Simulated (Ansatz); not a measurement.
Isolated molecules relaxed with PBE0-D4/def2-TZVP in Ansatz; ΔE leaves out vibrations. CCSD(T)/CBS adds triple-zeta CCSD(T) − MP2 to the extrapolated MP2 energy (def2 sets, frozen cores). Functionals use def2-TZVPP. For Ge outer-core shells are correlated without core-valence functions, which leaves a few kJ/mol of doubt a bond. Scalar relativity is left out up to krypton. One conformer a species, not always the lowest.

Reaction (cleavage of the Si–Ge bond): `[SiH3][GeH3]` + `N=C(N)O` → `N/C(O)=N\[SiH3]` + GeH₄

`[SiH3][GeH3]`:

```xyz
8

Si    0.347   -0.267   -1.117
Ge   -0.341    0.262    1.097
H    -0.369   -1.477   -1.599
H     1.810   -0.531   -1.149
H     0.044    0.866   -2.031
H    -1.851    0.545    1.140
H     0.400    1.509    1.609
H    -0.040   -0.906    2.051
```

`N=C(N)O`:

```xyz
8

N     0.573   -1.238   -0.152
C     0.014   -0.117    0.041
N    -0.664    0.538   -0.943
O    -0.055    0.598    1.195
H     0.974   -1.629    0.693
H    -0.497    0.193   -1.871
H    -0.773    1.531   -0.840
H     0.427    0.123    1.877
```

`N/C(O)=N\[SiH3]`:

```xyz
11

N    -0.033   -0.921    1.326
C    -0.690   -0.680    0.166
O    -1.747   -1.508    0.048
N    -0.442    0.188   -0.724
Si    0.817    1.335   -0.807
H     0.866   -0.494    1.459
H    -0.243   -1.760    1.836
H    -2.172   -1.258   -0.782
H     1.881    1.123    0.232
H     1.477    1.263   -2.136
H     0.287    2.711   -0.616
```

GeH₄:

Z-matrix (Å, degrees):
```
Ge
H 1 1.534
H 1 1.534 2 109.5
H 1 1.534 2 109.5 3 -120.0
H 1 1.534 2 109.5 3 120.0
```

```
             level  ΔE (kJ/mol)  difference from CCSD(T)/CBS
         r2SCAN-D4        -48.6                         -1.2
           PBE0-D4        -42.3                          5.1
           ωB97M-V        -52.1                         -4.7
               PBE        -35.7                         11.7
            r2SCAN        -47.8                         -0.4
CCSD(T)/def2-TZVPP        -47.9                         -0.5
     HF/def2-QZVPP        -63.6                        -16.2
    MP2/def2-QZVPP        -55.7                         -8.3
     MP2/CBS(def2)        -55.0                         -7.6
    CCSD/CBS(def2)        -47.7                         -0.3
       CCSD(T)/CBS        -47.4                            0
```

Largest T1 diagnostic among the species: 0.013.

From PBE to PBE0 (25 % exact exchange), in def2-TZVPP and without D4, ΔE moves by −4.6 kJ/mol. The D4 term adds −3.7 kJ/mol with B3LYP and −2.1 kJ/mol with PBE0; it sums over pairs of atoms, weighted by their polarisabilities, and B3LYP, whose exchange is more repulsive, gets the larger term.

B3LYP here is the variant with VWN-RPA as its local correlation; programs differ in this.

CCSD(T)/CBS has its own doubt, a few kJ/mol and more with outer-core shells, so smaller differences from it don't rank the levels.
